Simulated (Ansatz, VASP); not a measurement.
HfO2 in VASP and in Ansatz

INCAR

```
SYSTEM = HfO2
ALGO = Normal
EDIFF = 1E-8
ENCUT = 520
GGA = PE
ISIF = 2
ISMEAR = -1
LASPH = .True.
LCHARG = .False.
LEFG = .True.
LREAL = .False.
LWAVE = .False.
NBANDS = 18
NELM = 80
PREC = Accurate
SIGMA = 0.01
```

The input KPOINTS:

```
k-points
0
Gamma
  9 9 9
  0 0 0
```

Contents of POSCAR:

```
HfO2
1.0
    0.0000000000      2.5229349520      2.5229349520
    2.5229349520      0.0000000000      2.5229349520
    2.5229349520      2.5229349520      0.0000000000
Hf O
1 2
Direct
    0.0000000000      0.0000000000      0.0000000000
    0.2500000000      0.2500000000      0.2500000000
    0.7500000000      0.7500000000      0.7500000000
```

Input for Ansatz:

```yaml
crystal:
  lattice:
    - [0.0, 2.522934952, 2.522934952]
    - [2.522934952, 0.0, 2.522934952]
    - [2.522934952, 2.522934952, 0.0]
  atoms:
    - { symbol: Hf, position: [0.0, 0.0, 0.0] }
    - { symbol: O, position: [0.25, 0.25, 0.25] }
    - { symbol: O, position: [0.75, 0.75, 0.75] }
kpoints:
  mp_grid: { grid: [9, 9, 9] }
scf:
  occupations: { method: fermi_dirac, width: 0.01 }
hamiltonian:
  xc: pbe
  pseudopotentials: { kind: all_electron, datasets: crystal }
output:
  forces: true
  stress: true
  eigenvalues: true
  efg: { contact_densities: true }
```

Change from the starting cell: volume scaled by 0.96, crystal datasets.

Alike in both runs: task electric field gradients; functional PBE; k mesh 9 × 9 × 9; occupations fermi-dirac, width 0.01 eV; no spin polarisation.

|  | VASP | Ansatz |
| --- | --- | --- |
| version | VASP 6.6.1 | Ansatz 0.2.0 |
| potentials or method | VASP PAW PBE potentials, release 64 (Hf_pv, O) | all-electron PAW with datasets made for the crystal, scalar-relativistic |
| plane-wave cutoff (eV) | 520 | see its input |

```tsv
	VASP	Ansatz	Ansatz less VASP
gap on the k mesh at the Fermi level (eV)	3.95	3.93	-0.026
pressure (GPa)	4.1	8.0	+3.94
Vzz of the field gradient on the site that differs most (V/Å²)	0.0	0.0	0.00
```

One of these differences is far larger than is usual between the two programs; its cause wasn't traced. Ansatz ran all-electron here, so the differences hold the error of VASP's frozen core and of both bases. Ansatz warned: «gradients_without_spin_orbit».

Caveats: spin-orbit coupling is left out, which moves the levels of the heavy elements; an odd mesh through Γ misses points on the zone boundary, where band edges often lie.
